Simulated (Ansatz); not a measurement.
Runs of Ansatz 0.2.0 on Te2Mo. It takes space group P2_1/m (No. 11, monoclinic). The conventional cell has a = 6.330 Å, b = 3.469 Å, c = 13.860 Å, α = 90.00°, β = 93.92°, γ = 90.00°. Te (site symmetry m) is surrounded by 3 Mo at 2.79 to 2.81 Å. Te (site symmetry m) is surrounded by 3 Mo at 2.70 Å. Te (site symmetry m) has 3 Mo at 2.79 to 2.82 Å as nearest neighbours. Te (site symmetry m) is surrounded by 3 Mo at 2.70 to 2.71 Å. Mo (site symmetry m) is surrounded by 6 Te at 2.70 to 2.82 Å and 2 Mo at 2.89 Å. Around Mo (site symmetry m) lie 6 Te at 2.70 to 2.81 Å and 2 Mo at 2.90 Å. 

```csv
task,level,cell,cutoff (eV),smearing,points for each segment of the path,gap on the mesh (eV),pressure (GPa),relaxed volume (Å³/atom),largest force (eV/Å)
single point,PBE,as given,420,gaussian 0.013 eV,-,none,2.5,-,0.15
single point,PBE,as given,420,gaussian 0.011 eV,-,none,2.5,-,0.15
relaxation of cell and atoms,RPBE,relaxed,420,fermi-dirac 0.05 eV,-,none,0.0,35.97,-
relaxation of cell and atoms,PBEsol,relaxed,420,fermi-dirac 0.05 eV,-,-,0.0,24.75,0.01
relaxation of cell and atoms,PBEsol+D4,relaxed,420,fermi-dirac 0.05 eV,-,none,0.0,23.56,-
band structure,RPBE,as given,420,fermi-dirac 0.05 eV,10,none,4.5,-,(b)
band structure,revPBE,as given,420,fermi-dirac 0.05 eV,10,none,(d),-,0.22
relaxation of cell and atoms,RPBE+D3(BJ),relaxed,420,fermi-dirac 0.05 eV,-,-,0.0,(c),0.01
band structure,r2SCAN,as given,500,fermi-dirac 0.05 eV,10,none,2.0,-,0.30
relaxation of cell and atoms,PBE,relaxed,420,fermi-dirac 0.05 eV,-,-,0.0,(a),-
single point,PBE,as given,420,gaussian 0.014 eV,-,none,2.5,-,0.15
relaxation of cell and atoms,BLYP+D3(BJ),relaxed,420,fermi-dirac 0.05 eV,-,-,0.0,24.45,0.01
```

Alike in all rows: potentials or basis Ansatz PAW; no spin polarisation; k mesh 4 × 8 × 2.

**Question.** Fill in the values left out.

**Answer.** (a) 29.11; (b) 0.24; (c) 18.85; (d) 3.9.

Caveats: the PAW data sets come from PBE, with cores solved anew for the run's functional, which leaves a small shift of forces and pressure (some runs); the plane-wave basis is chosen anew once the cell has moved, so the energies of steps on either side of that aren't comparable (some runs); the volume moved by over 15 % at a fixed basis, so the end points are rough (some runs); spin-orbit coupling is left out, which moves the levels of the heavy elements (some runs); this functional lacks dispersion, which binds the layers, so the pressure and a relaxed spacing across them are unreliable, and here the layers came unbound (some runs); the volume moved by +42 % from the deposited cell, more than functionals usually miss (some runs); pairwise dispersion overbinds metals, which lowers pressure and volume (some runs).

A k mesh can miss the band edges, and the runs leave out spin-orbit coupling on Mo, Te.

A gap of «none» marks a metal or a gap under the smearing width.
